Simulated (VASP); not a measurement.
# VASP 6.6.1, PBE single-point calculation, CdSe (wurtzite)

INCAR

```
PREC = Accurate
ISMEAR = -1
LWAVE = .FALSE.
LASPH = .TRUE.
LCHARG = .FALSE.
LREAL = .FALSE.
GGA = PE
NELM = 120
ENCUT = 520
EDIFF = 1E-7
ISIF = 2
IBRION = -1
SIGMA = 0.02
NSW = 0
NBANDS = 26
```

KPOINTS

```
KPOINTS created by Atomic Simulation Environment
0
Gamma
12 12 4
0 0 0
```

KPOINTS_OPT

```
special points
6
Reciprocal
0.0000000000 0.0000000000 0.0000000000 1
0.5000000000 0.0000000000 0.0000000000 1
0.3333333333 0.3333333333 0.0000000000 1
0.0000000000 0.0000000000 0.5000000000 1
0.5000000000 0.0000000000 0.5000000000 1
0.3333333333 0.3333333333 0.5000000000 1
```

POSCAR

```
Cd Se
 1.0000000000000000
     4.3407236623820138    0.0000000000000000    0.0000000000000000
    -2.1703618311910069    3.7591769624310509   -0.0000000000000000
     0.0000000000000000    0.0000000000000000    7.0766459839896489
 Cd  Se
   2   2
Cartesian
 -0.0000000000000001  2.5061179749540341 -0.0033685091359250
  2.1703618311910069  1.2530589874770170  3.5349544828589003
 -0.0000000000000001  2.5061179749540341  2.6571107531320428
  2.1703618311910069  1.2530589874770170  6.1954337451268700
```

VASP ran with the recommended PBE PAW datasets (36 valence electrons in the cell).

Command

```
mpirun -np 1 vasp_std
```

From OUTCAR

```
k-points           NKPTS =     57   k-points in BZ     NKDIM =     57   number of bands    NBANDS=     26

   NELECT =      36.0000    total number of electrons

   dimension x,y,z NGX =    32 NGY =   32 NGZ =   54
   dimension x,y,z NGXF=    64 NGYF=   64 NGZF=  108

  energy-cutoff  :      520.00
  volume of cell :      115.47
      direct lattice vectors                 reciprocal lattice vectors
     4.340723662  0.000000000  0.000000000     0.230376333  0.133007838  0.000000000
    -2.170361831  3.759176962  0.000000000     0.000000000  0.266015676  0.000000000
     0.000000000  0.000000000  7.076645984     0.000000000  0.000000000  0.141309881

 k-points in reciprocal lattice and weights: KPOINTS created by Atomic Simulation Env
   0.00000000  0.00000000  0.00000000       0.002
   0.08333333  0.00000000  0.00000000       0.010
   0.16666667  0.00000000  0.00000000       0.010
   0.25000000  0.00000000  0.00000000       0.010
   0.33333333  0.00000000  0.00000000       0.010
   0.41666667  0.00000000  0.00000000       0.010
   0.50000000  0.00000000  0.00000000       0.005
   0.08333333  0.08333333  0.00000000       0.010
   ...

 E-fermi :   1.0569

 k-point     1 :       0.0000    0.0000    0.0000
  band No.  band energies     occupation
      1     -11.7152      2.00000
      2     -11.3600      2.00000
      3      -7.1007      2.00000
      4      -7.0951      2.00000
      5      -7.0951      2.00000
      6      -7.0321      2.00000
      7      -7.0321      2.00000
      8      -6.7880      2.00000
      9      -6.7880      2.00000
     10      -6.7299      2.00000
     11      -6.7299      2.00000
     12      -6.4771      2.00000
     13      -3.4901      2.00000
     14       0.0119      2.00000
     15       0.0119      2.00000
     16       0.6999      2.00000
     17       0.7416      2.00000
     18       0.7416      2.00000
     19       1.3520      0.00000
     20       2.9133      0.00000
     21       6.5968      0.00000
     22       6.5968      0.00000
     23       6.8877      0.00000
     24       7.7337      0.00000
     25       7.7337      0.00000
     26       8.3680      0.00000

 k-point     2 :       0.0833    0.0000    0.0000
  band No.  band energies     occupation
      1     -11.6947      2.00000
      2     -11.3505      2.00000
      3      -7.0952      2.00000
      4      -7.0877      2.00000
      5      -7.0785      2.00000
      6      -7.0233      2.00000
      7      -7.0220      2.00000
      8      -6.7916      2.00000
      9      -6.7882      2.00000
     10      -6.7367      2.00000
     11      -6.7285      2.00000
     12      -6.4648      2.00000
     13      -3.4485      2.00000
     14      -0.3118      2.00000
     15      -0.0746      2.00000
     16       0.1390      2.00000
     17       0.6529      2.00000
     18       0.6928      2.00000
     19       1.9374      0.00000
     20       3.2391      0.00000
     21       6.3548      0.00000
     22       6.7032      0.00000
     23       6.9914      0.00000
     24       7.5680      0.00000
     25       7.8952      0.00000
     26       8.2411      0.00000

 k-point     3 :       0.1667    0.0000    0.0000
  band No.  band energies     occupation
      1     -11.6376      2.00000
      2     -11.3254      2.00000
      3      -7.0770      2.00000
      4      -7.0684      2.00000
      5      -7.0326      2.00000
      6      -6.9956      2.00000
      7      -6.9943      2.00000
      8      -6.8014      2.00000
      9      -6.7869      2.00000
     10      -6.7518      2.00000
     11      -6.7246      2.00000
     12      -6.4321      2.00000
     13      -3.3359      2.00000
     14      -0.9935      2.00000
     15      -0.6400      2.00000
     16      -0.2931      2.00000
     17       0.5025      2.00000
     18       0.5574      2.00000
     19       2.6687      0.00000
     20       3.8483      0.00000
     21       5.9868      0.00000
     22       6.9529      0.00000
     23       6.9618      0.00000
     24       7.5684      0.00000
     25       7.9600      0.00000
     26       8.3419      0.00000

 k-point     4 :       0.2500    0.0000    0.0000
  band No.  band energies     occupation
      1     -11.5560      2.00000
      2     -11.2937      2.00000
      3      -7.0546      2.00000
      4      -7.0450      2.00000
      5      -6.9726      2.00000
      6      -6.9566      2.00000
      7      -6.9340      2.00000
      8      -6.8134      2.00000
      9      -6.7799      2.00000
     10      -6.7638      2.00000
     11      -6.7193      2.00000
     12      -6.3881      2.00000
     13      -3.2020      2.00000
     14      -1.6811      2.00000
     15      -1.3411      2.00000
     16      -0.5614      2.00000
     17       0.2539      2.00000
     18       0.3733      2.00000
     19       3.2700      0.00000
     20       4.1886      0.00000
     21       5.8797      0.00000
     22       6.6360      0.00000
     23       7.1660      0.00000
     24       7.8620      0.00000
     25       8.1242      0.00000
     26       8.6833      0.00000

 k-point     5 :       0.3333    0.0000    0.0000
  band No.  band energies     occupation
      1     -11.4684      2.00000
      2     -11.2671      2.00000
      3      -7.0360      2.00000
      4      -7.0261      2.00000
      5      -6.9280      2.00000
      6      -6.9197      2.00000
      7      -6.8542      2.00000
      8      -6.8175      2.00000
      9      -6.7660      2.00000
     10      -6.7366      2.00000
     11      -6.7131      2.00000
     12      -6.3499      2.00000
     13      -3.1676      2.00000
     14      -2.2227      2.00000
     15      -1.8048      2.00000
     16      -0.8055      2.00000
     17      -0.0661      2.00000
     18       0.1937      2.00000
     19       3.6673      0.00000
     20       4.1776      0.00000
     21       5.7985      0.00000
     22       6.5331      0.00000
     23       7.2285      0.00000
     24       8.2269      0.00000
     25       8.5542      0.00000
     26       8.8760      0.00000

 k-point     6 :       0.4167    0.0000    0.0000
  band No.  band energies     occupation
      1     -11.3967      2.00000
      2     -11.2547      2.00000
      3      -7.0252      2.00000
      4      -7.0155      2.00000
      5      -6.8939      2.00000
      6      -6.8928      2.00000
      7      -6.8499      2.00000
      8      -6.8142      2.00000
      9      -6.7509      2.00000
     10      -6.7074      2.00000
     11      -6.6074      2.00000
     12      -6.3502      2.00000
     13      -3.2782      2.00000
     14      -2.6311      2.00000
     15      -1.8631      2.00000
     16      -0.9729      2.00000
     17      -0.3798      2.00000
     18       0.0657      2.00000
     19       3.8562      0.00000
     20       4.1011      0.00000
     21       5.6082      0.00000
     22       6.6864      0.00000
     23       7.2082      0.00000
     24       8.4134      0.00000
     25       8.6233      0.00000
     26       9.7562      0.00000

 k-point     7 :       0.5000    0.0000    0.0000
  band No.  band energies     occupation
      1     -11.3669      2.00000
      2     -11.2536      2.00000
      3      -7.0220      2.00000
      4      -7.0122      2.00000
      5      -6.8848      2.00000
      6      -6.8694      2.00000
      7      -6.8636      2.00000
      8      -6.8148      2.00000
      9      -6.7442      2.00000
     10      -6.7050      2.00000
     11      -6.5055      2.00000
     12      -6.3894      2.00000
     13      -3.3422      2.00000
     14      -2.7983      2.00000
     15      -1.8055      2.00000
     16      -1.0322      2.00000
     17      -0.5273      2.00000
     18       0.0196      2.00000
     19       3.9053      0.00000
     20       4.0708      0.00000
     21       5.5245      0.00000
     22       6.7982      0.00000
     23       7.1920      0.00000
     24       8.4032      0.00000
     25       8.6277      0.00000
     26      10.3296      0.00000

 k-point     8 :       0.0833    0.0833    0.0000
  band No.  band energies     occupation
      1     -11.6559      2.00000
      2     -11.3332      2.00000
      3      -7.0824      2.00000
      4      -7.0747      2.00000
      5      -7.0476      2.00000
      6      -7.0072      2.00000
      7      -7.0009      2.00000
      8      -6.7973      2.00000
      9      -6.7888      2.00000
     10      -6.7474      2.00000
     11      -6.7259      2.00000
     12      -6.4423      2.00000
     13      -3.3711      2.00000
     14      -0.7517      2.00000
     15      -0.5204      2.00000
     16      -0.1793      2.00000
     17       0.5548      2.00000
     18       0.5722      2.00000
     19       2.4940      0.00000
     20       3.7139      0.00000
     21       6.0753      0.00000
     22       6.7711      0.00000
     23       7.1439      0.00000
     24       7.3896      0.00000
     25       8.1176      0.00000
     26       8.1896      0.00000

 ...

  Total        1.2306009      1.2306009      1.2832361      0.0000000      0.0000000      0.0000000
  in kB       17.0743997     17.0743997     17.8047048      0.0000000      0.0000000      0.0000000
  external PRESSURE =      17.3178347 kB  Pullay stress =       0.0000000 kB

 POSITION                                       TOTAL-FORCE (eV/Angst)
 -----------------------------------------------------------------------------------
      0.00000      2.50612      7.07328        -0.000000      0.000000      0.001469
      2.17036      1.25306      3.53495        -0.000000     -0.000000      0.001469
      0.00000      2.50612      2.65711        -0.000000      0.000000     -0.001469
      2.17036      1.25306      6.19543         0.000000      0.000000     -0.001469
 -----------------------------------------------------------------------------------
    total drift:                               -0.000000     -0.000000      0.000224

  FREE ENERGIE OF THE ION-ELECTRON SYSTEM (eV)
  ---------------------------------------------------
  free  energy   TOTEN  =       -10.9735596765 eV

  energy  without entropy=      -10.9735596756  energy(sigma->0) =      -10.97355968
```

* gap between bands v and c: 0.61 eV
* least direct gap: 0.61 eV
* pressure: 1.7 GPa

Band v is the last that the valence electrons fill when counted band by band, and c is the next.

The run took about 1.8 min on one core of a shared host (Intel Xeon Platinum 8488C) and held 0.39 GiB at most.
